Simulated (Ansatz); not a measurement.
HfC:

```
CELL_PARAMETERS angstrom
0.00000 2.32500 2.32500
2.32500 0.00000 2.32500
2.32500 2.32500 0.00000
ATOMIC_POSITIONS crystal
Hf 0.50000 0.50000 0.50000
C 0.00000 0.00000 0.00000
```

```yaml
Program: Ansatz 0.2.0
Task: relaxation of cell and atoms
Functional: PBE
Dispersion: D3(BJ)
Potentials_or_basis: Ansatz PAW
Cutoff: "420 eV (not typed: the program's choice for these potentials)"
k_mesh: 10 × 10 × 10
Occupations: fermi-dirac, width 0.05 eV
Spin: no spin polarisation
```

At the start: volume 12.57 Å³/atom.

Where does the relaxation end?

It ends after 5 steps and the volume is 12.33 Å³/atom (-1.9 %); space group Fm-3m (No. 225, to 0.05 Å).

The path:
| step | energy change (eV) | largest force (eV/Å) | volume (Å³) |
| --- | --- | --- | --- |
| 1 | 0.0000 | 0.0000 | 25.14 |
| 2 | -0.0042 | 0.0000 | 24.30 |
| 3 | -0.0077 | 0.0000 | 24.66 |
| 4 | -0.0077 | 0.0000 | 24.65 |
| 5 | -0.0070 | 0.0000 | 24.65 |

Final structure:
```
Hf C
1.0
     0.00000    2.31005    2.31005
     2.31005    0.00000    2.31005
     2.31005    2.31005    0.00000
Hf C
1 1
Cartesian
  2.3100 2.3100 2.3100
  0.0000 0.0000 0.0000
```

Caveat: the plane-wave basis is chosen anew once the cell has moved, so the energies of steps on either side of that aren't comparable.
